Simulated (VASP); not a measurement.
# Ir in VASP: a series of runs, part 2 of 2

VASP 6.6.1. Earlier steps stand in the parts before.

## 5. Relaxation of the atoms, PBE+MBD-FI

Contents of INCAR:

```
PREC = Accurate
ENCUT = 520
EDIFF = 1E-6
ISMEAR = -1
SIGMA = 0.05
LREAL = F
LASPH = T
NELM = 100
ALGO = Normal
ISIF = 2
LWAVE = F
LCHARG = F
LDIPOL = T
IDIPOL = 3
DIPOL = 0.5 0.5 0.294
GGA = PE
IVDW = 263
IBRION = 2
NSW = 40
EDIFFG = -0.02
```

Contents of KPOINTS:

```
regular mesh
0
Gamma
  11 11 1
```

Contents of POSCAR:

```
Ir
1.0
    2.4518400000      0.0000000000      0.0000000000
    0.0000000000      2.4518400000      0.0000000000
    0.0000000000      0.0000000000     23.8000000000
Ir
1
Selective dynamics
Direct
    0.0000000000      0.0000000000      0.2941200000  F F F
```

Potentials or basis: VASP PAW PBE potentials, release 64 (Ir).

Started as:

```console
$ cat potpaw_PBE.64/Ir/POTCAR > POTCAR
$ mpirun -np 1 vasp_std > vasp.out
```

OUTCAR:

```text
PREC = Accurate
   ENCUT = 520
   EDIFF = 1E-6
   ISMEAR = -1
   LREAL = F
   LASPH = T
   NELM = 100
   ISIF = 2
   GGA = PE
   IVDW = 263
   IBRION = 2
   NSW = 40
   EDIFFG = -0.02
  IVDW = 263

 ion  position               nearest neighbor table
   1  0.000  0.000  0.294-

  LATTYP: Found a simple tetragonal cell.
 ALAT       =     2.4518400000
 C/A-ratio  =     9.7069955625

  Lattice vectors:

 A1 = (   2.4518400000,   0.0000000000,   0.0000000000)
 A2 = (   0.0000000000,   2.4518400000,   0.0000000000)
 A3 = (   0.0000000000,   0.0000000000,  23.8000000000)

Analysis of symmetry for initial positions (statically):
=====================================================================
 Subroutine PRICEL returns:
 Original cell was already a primitive cell.

 Routine SETGRP: Setting up the symmetry group for a
 simple tetragonal supercell.

 Subroutine GETGRP returns: Found 16 space group operations
 (whereof  8 operations were pure point group operations)
 out of a pool of 16 trial point group operations.

The static configuration has the point symmetry C_4v.
 The point group associated with its full space group is D_4h.

Analysis of symmetry for dynamics (positions and initial velocities):
=====================================================================
 Subroutine PRICEL returns:
 Original cell was already a primitive cell.

 Routine SETGRP: Setting up the symmetry group for a
 simple tetragonal supercell.

 Subroutine GETGRP returns: Found 16 space group operations
 (whereof  8 operations were pure point group operations)
 out of a pool of 16 trial point group operations.

The dynamic configuration has the point symmetry C_4v.
 The point group associated with its full space group is D_4h.

Analysis of constrained symmetry for selective dynamics:
=====================================================================
 Subroutine PRICEL returns:
 Original cell was already a primitive cell.

 Routine SETGRP: Setting up the symmetry group for a
 simple tetragonal supercell.

 Subroutine GETGRP returns: Found 16 space group operations
[... 132 lines left out ...]
  volume of cell :      143.07
 maximum number of plane-waves:      3933
   NGX =  9   NGY =  9   NGZ = 89

 number of electron       8.9999999 magnetization

 dipolmoment           0.000000      0.000000     -0.000003 electrons x Angstroem

 Free energy of the ion-electron system (eV)
  ---------------------------------------------------
  ext. energy  EPLUGINS =         0.00000000
  ---------------------------------------------------
  free energy    TOTEN  =        -6.80863655 eV

  energy without entropy =       -6.79297511  energy(sigma->0) =       -6.80080583

 E-fermi :  -4.4664     XC(G=0):  -2.1720

 val. band max:       -4.4822286540   @ k =   0.4545   0.2727   0.0000
 cond. band min:      -4.4531417907   @ k =   0.4545   0.3636   0.0000
 fundamental gap:      0.0290868633
 Fermi energy:        -4.4663686188

 k-point     1 :       0.0000    0.0000    0.0000
  band No.  band energies     occupation
      1     -12.2555      2.00000
      2     -10.8477      2.00000
      3      -6.9981      2.00000
      4      -3.7475      0.00000
      5      -3.7475      0.00000
      6      -3.2441      0.00000
      7      -2.3316      0.00000
      8       1.2558      0.00000
[... 210 lines left out ...]
 k-point    21 :       0.4545    0.4545    0.0000
  band No.  band energies     occupation
      1     -11.0328      2.00000
      2      -7.5208      2.00000
      3      -7.4622      2.00000
      4      -4.1999      0.00965
      5      -0.5757      0.00000
      6       3.0589      0.00000
      7       4.7114      0.00000
      8       7.9576      0.00000

------------------------ aborting loop because EDIFF is reached ----------------------------------------

 vacuum level on the upper side and lower side of the slab       (xc-potential included)        -0.176        -0.154

  Hirshfeld charges:
            ion         q(e)
   ------------------------------
      1     Ir          0.000

  Tkatchenko/Scheffler method for vdW energy calculation

  Edisp (eV):   -0.35793

  FORCE on cell =-STRESS in cart. coord.  units (eV):
  Direction    XX          YY          ZZ          XY          YZ          ZX
  --------------------------------------------------------------------------------------
  -------------------------------------------------------------------------------------
  Total      -0.66766    -0.66766     0.00223     0.00000     0.00000     0.00000
  in kB      -7.47662    -7.47662     0.02495     0.00000     0.00000     0.00000
  external pressure =       -4.98 kB  Pullay stress =        0.00 kB

 VOLUME and BASIS-vectors are now :
 -----------------------------------------------------------------------------
  energy-cutoff  :      520.00
  volume of cell :      143.07
      direct lattice vectors                 reciprocal lattice vectors
     2.451840000  0.000000000  0.000000000     0.407856956  0.000000000  0.000000000
     0.000000000  2.451840000  0.000000000     0.000000000  0.407856956  0.000000000
     0.000000000  0.000000000 23.800000000     0.000000000  0.000000000  0.042016807

 POSITION                                       TOTAL-FORCE (eV/Angst)
 -----------------------------------------------------------------------------------
      0.00000      0.00000      7.00006         0.000000      0.000000      0.000000
 -----------------------------------------------------------------------------------
    total drift:                                0.000000      0.000000     -0.000033

  FREE ENERGIE OF THE ION-ELECTRON SYSTEM (eV)
  ---------------------------------------------------
  free  energy   TOTEN  =        -7.1665677004 eV

  energy  without entropy=       -7.1509062563  energy(sigma->0) =       -7.15873698

 reached required accuracy - stopping structural energy minimisation

 vacuum level on the upper side and lower side of the slab         1.566         1.566
```

CONTCAR:

```text
Ir
   1.00000000000000
     2.4518399999999998    0.0000000000000000    0.0000000000000000
     0.0000000000000000    2.4518399999999998    0.0000000000000000
     0.0000000000000000    0.0000000000000000   23.8000000000000007
  Ir
     1
Selective dynamics
Direct
     0.0000000000000000    0.0000000000000000    0.2941199999999995   F   F   F

  0.00000000E+00  0.00000000E+00  0.00000000E+00
```

It took 30 s on 1 thread of Intel Xeon Platinum 8488C (Sapphire Rapids), shared host; peak memory 0.23 GiB.

Results:

```yaml
Free_energy: -7.1666 eV
Band_gap_on_the_k_mesh: none (metal or under the smearing width)
Dispersion_energy_per_atom: -0.358 eV
```

Final structure:
```
CELL_PARAMETERS angstrom
2.45184 0.00000 0.00000
0.00000 2.45184 0.00000
0.00000 0.00000 23.80000
ATOMIC_POSITIONS crystal
Ir 0.00000 0.00000 0.29412
```

Levels at points of the mesh, in eV from the Fermi level:
```csv
k point,band 1,band 2,band 3,band 4,band 5,band 6,band 7,band 8
"(0.00, 0.00, 0.00)",-7.79,-6.38,-2.53,0.72,0.72,1.22,2.13,5.72
```

Caveat: the relaxation stopped at its first step, so nothing moved.

## 6. The reference run

An earlier run on the cell as given: functional PBE; potentials or basis VASP PAW PBE potentials, release 64 (Ir); cutoff 520 eV; k mesh 11 × 11 × 1; occupations fermi-dirac, width 0.05 eV; no spin polarisation.

* Band gap on the k mesh: none (metal or under the smearing width)

## 7. Overview

```csv
task,level,cell,atoms held fixed (from 0),gap on the mesh (eV)
relaxation of the atoms,PBE+TS,atoms relaxed,[0],none
relaxation of the atoms,PBE+TS-HI,atoms relaxed,[0],none
relaxation of the atoms,PBE+MBD,atoms relaxed,[0],none
relaxation of the atoms,PBE+MBD-FI,atoms relaxed,[0],none
single point,PBE,as given,-,none
```

Alike in all rows: potentials or basis VASP PAW PBE potentials, release 64 (Ir); no spin polarisation; k mesh 11 × 11 × 1; cutoff (eV) 520; smearing fermi-dirac 0.05 eV.

Caveats: the relaxation stopped at its first step, so nothing moved (some runs); atom-pairwise D2, TS and ULG terms overbind metals (some runs).

Total energies depend on the potentials used, so only differences within one code and one set of settings carry meaning.
